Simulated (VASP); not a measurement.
# CdSe (Cadmoselite) (P6_3mc) in VASP: a series of runs, part 2 of 3

VASP 6.6.1.

## (3) Relaxation of shape and atoms at fixed volume, PBE (a relaxed cell with its volume scaled by 1.04)

File INCAR:

```
SYSTEM = CdSe
ALGO = Normal ; EDIFF = 1E-7
EDIFFG = -0.01 ; ENCUT = 600
GGA = PE ; IBRION = 2
ISIF = 4 ; ISMEAR = 0
LASPH = .TRUE. ; LCHARG = .FALSE.
LREAL = .FALSE. ; LWAVE = .FALSE.
NELM = 80 ; NSW = 40
PREC = Accurate ; SIGMA = 0.03
```

File KPOINTS:

```
k-points
0
G
  9 9 4
  0 0 0
```

File POSCAR:

```
CdSe                                    
1.0
    4.4476946708     -0.0000000000      0.0000000000
   -2.2238473355      3.8518165733      0.0000000000
    0.0000000000      0.0000000000      7.2588626828
  Cd              Se            
     2     2
Direct
     0.3333333332999970    0.6666666667000030    0.0045799279776138
     0.6666666667000030    0.3333333332999970    0.5045799279776138
     0.3333333332999970    0.6666666667000030    0.3804200720223842
     0.6666666667000030    0.3333333332999970    0.8804200720223843
```

Potentials or basis: VASP PAW PBE potentials, release 64 (Cd, Se).

Run with:

```sh
cat potpaw_PBE.64/Cd/POTCAR potpaw_PBE.64/Se/POTCAR > POTCAR
mpirun -np 1 vasp_std > vasp.out
```

OUTCAR:

```text
SYSTEM = CdSe
   EDIFF = 1E-7
   EDIFFG = -0.01
   ENCUT = 600
   GGA = PE
   IBRION = 2
   ISIF = 4
   ISMEAR = 0
   LASPH = .TRUE.
   LREAL = .FALSE.
   NELM = 80
   NSW = 40
   PREC = Accurate

 ion  position               nearest neighbor table
   1  0.333  0.667  0.005-   4 2.72   4 2.72   4 2.72   3 2.73
   2  0.667  0.333  0.505-   3 2.72   3 2.72   3 2.72   4 2.73
   3  0.333  0.667  0.380-   2 2.72   2 2.72   2 2.72   1 2.73
   4  0.667  0.333  0.880-   1 2.72   1 2.72   1 2.72   2 2.73

  LATTYP: Found a hexagonal cell.
 ALAT       =     4.4476946708
 C/A-ratio  =     1.6320505835

  Lattice vectors:

 A1 = (   4.4476946708,   0.0000000000,   0.0000000000)
 A2 = (  -2.2238473355,   3.8518165733,   0.0000000000)
 A3 = (   0.0000000000,   0.0000000000,   7.2588626828)

Analysis of symmetry for initial positions (statically):
=====================================================================
 Subroutine PRICEL returns:
 Original cell was already a primitive cell.

[... 176 lines left out ...]
  energy without entropy =      -10.97127796  energy(sigma->0) =      -10.97127796

 E-fermi :   0.3600     XC(G=0):  -8.4327

 val. band max:        0.2032429400   @ k =   0.0000   0.0000   0.0000
 cond. band min:       0.6483849426   @ k =   0.0000   0.0000   0.0000
 fundamental gap:      0.4451420026
 Fermi energy:         0.3600327354

 k-point     1 :       0.0000    0.0000    0.0000
  band No.  band energies     occupation
      1     -11.8861      2.00000
      2     -11.5915      2.00000
      3      -7.4443      2.00000
      4      -7.4401      2.00000
      5      -7.4401      2.00000
      6      -7.3896      2.00000
[... 589 lines left out ...]
     21       5.0326      0.00000
     22       6.4065      0.00000

 [... further k-points ...]

------------------------ aborting loop because EDIFF is reached ----------------------------------------

  FORCE on cell =-STRESS in cart. coord.  units (eV):
  Direction    XX          YY          ZZ          XY          YZ          ZX
  --------------------------------------------------------------------------------------
  -------------------------------------------------------------------------------------
  Total       -1.2424567     -1.2424567     -1.2407055      0.0000000      0.0000000      0.0000000
  in kB      -16.0074707    -16.0074707    -15.9849077      0.0000000      0.0000000      0.0000000
  external PRESSURE =     -15.9999497 kB  Pullay stress =       0.0000000 kB

 VOLUME and BASIS-vectors are now :
 -----------------------------------------------------------------------------
  energy-cutoff  :      600.00
  volume of cell :      124.36
      direct lattice vectors                 reciprocal lattice vectors
     4.447694671  0.000000000  0.000000000     0.224835578  0.129808881  0.000000000
    -2.223847335  3.851816573  0.000000000     0.000000000  0.259617762  0.000000000
     0.000000000  0.000000000  7.258862683     0.000000000  0.000000000  0.137762628

 POSITION                                       TOTAL-FORCE (eV/Angst)
 -----------------------------------------------------------------------------------
     -0.00000      2.56788      0.03325        -0.000000      0.000000     -0.000926
      2.22385      1.28394      3.66268         0.000000     -0.000000     -0.000926
     -0.00000      2.56788      2.76142         0.000000     -0.000000      0.000926
      2.22385      1.28394      6.39085        -0.000000      0.000000      0.000926
 -----------------------------------------------------------------------------------
    total drift:                               -0.000000     -0.000000     -0.000233

  FREE ENERGIE OF THE ION-ELECTRON SYSTEM (eV)
  ---------------------------------------------------
  free  energy   TOTEN  =       -10.9712779583 eV

  energy  without entropy=      -10.9712779583  energy(sigma->0) =      -10.97127796

 reached required accuracy - stopping structural energy minimisation
```

OSZICAR:

```text
N       E                     dE             d eps       ncg     rms          rms(c)
DAV:   1     0.255853918500E+03    0.25585E+03   -0.18336E+04  1584   0.163E+03
DAV:   2     0.339506931111E+01   -0.25246E+03   -0.24563E+03  1788   0.356E+02
DAV:   3    -0.116077277710E+02   -0.15003E+02   -0.14951E+02  1920   0.851E+01
DAV:   4    -0.117598195127E+02   -0.15209E+00   -0.15199E+00  1722   0.841E+00
DAV:   5    -0.117611346078E+02   -0.13151E-02   -0.13150E-02  1956   0.729E-01    0.714E+00
DAV:   6    -0.110005541128E+02    0.76058E+00   -0.17515E+00  1856   0.122E+01    0.580E+00
DAV:   7    -0.109708066686E+02    0.29747E-01   -0.49797E-01  1788   0.386E+00    0.259E+00
DAV:   8    -0.109712257780E+02   -0.41911E-03   -0.45694E-02  1698   0.235E+00    0.316E-01
DAV:   9    -0.109709685820E+02    0.25720E-03   -0.83754E-03  1878   0.108E+00    0.969E-02
DAV:  10    -0.109711838302E+02   -0.21525E-03   -0.91820E-04  1680   0.333E-01    0.770E-02
DAV:  11    -0.109713111258E+02   -0.12730E-03   -0.33267E-04  1728   0.121E-01    0.245E-02
DAV:  12    -0.109712754228E+02    0.35703E-04   -0.11961E-04  1864   0.102E-01    0.664E-03
DAV:  13    -0.109712778666E+02   -0.24438E-05   -0.17109E-05  1740   0.214E-02    0.539E-03
DAV:  14    -0.109712779583E+02   -0.91674E-07   -0.36649E-07  1578   0.522E-03
   1 F= -.10971278E+02 E0= -.10971278E+02  d E =-.109713E+02
```

CONTCAR:

```text
CdSe
   1.00000000000000
     4.4476946707999998    0.0000000000000000    0.0000000000000000
    -2.2238473354999999    3.8518165732999998    0.0000000000000000
     0.0000000000000000    0.0000000000000000    7.2588626828000002
  Cd              Se
     2     2
Direct
     0.3333333332999970    0.6666666667000030    0.0045799279776162
     0.6666666667000030    0.3333333332999970    0.5045799279776162
     0.3333333332999970    0.6666666667000030    0.3804200720223818
     0.6666666667000030    0.3333333332999970    0.8804200720223818

  0.00000000E+00  0.00000000E+00  0.00000000E+00
  0.00000000E+00  0.00000000E+00  0.00000000E+00
  0.00000000E+00  0.00000000E+00  0.00000000E+00
  0.00000000E+00  0.00000000E+00  0.00000000E+00
```

Wall time 71 s (1 thread of Intel Xeon Platinum 8488C (Sapphire Rapids), shared host); peak memory 0.32 GiB.

Results:

* Free energy: -10.9713 eV
* Pressure after relaxing: -1.6 GPa
* Band gap on the k mesh: 0.45 eV, direct

Final structure:
```cif
data_structure
_symmetry_space_group_name_H-M 'P 1'
_symmetry_Int_Tables_number 1
_cell_length_a 4.4477
_cell_length_b 4.4477
_cell_length_c 7.2589
_cell_angle_alpha 90.000
_cell_angle_beta 90.000
_cell_angle_gamma 120.000
_cell_volume 124.36
loop_
_atom_site_label
_atom_site_type_symbol
_atom_site_fract_x
_atom_site_fract_y
_atom_site_fract_z
_atom_site_occupancy
Cd1 Cd 0.33333 0.66667 0.00458 1
Cd2 Cd 0.66667 0.33333 0.50458 1
Se1 Se 0.33333 0.66667 0.38042 1
Se2 Se 0.66667 0.33333 0.88042 1
```

Caveat: the relaxation stopped at its first step, so nothing moved.

[end of part 2 of 3]
